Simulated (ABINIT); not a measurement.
The system is SrO.

```
CELL_PARAMETERS angstrom
0.00000 2.56630 2.56630
2.56630 0.00000 2.56630
2.56630 2.56630 0.00000
ATOMIC_POSITIONS crystal
Sr 0.50000 0.50000 0.50000
O 0.00000 0.00000 0.00000
```

Base run:

```yaml
Program: ABINIT 10.8.3 (patched build)
Functional: PBE0
Potentials_or_basis: PseudoDojo NC SR PBE v0.4.1 standard
Cutoff: 952 eV
k_mesh: 6 × 6 × 6
Occupations: fixed
Spin: no spin polarisation
```

Its results: band gap on the k mesh 5.52 eV, indirect (least direct gap 5.61 eV).

The run is repeated on the same cell with these changes: functional from PBE0 to PBE. What comes out?

Band gap on the k mesh 3.32 eV, indirect (least direct gap 3.39 eV).

PBE0 gives the wider gap, since exact exchange removes part of the self-interaction.

A k mesh can miss the band edges.
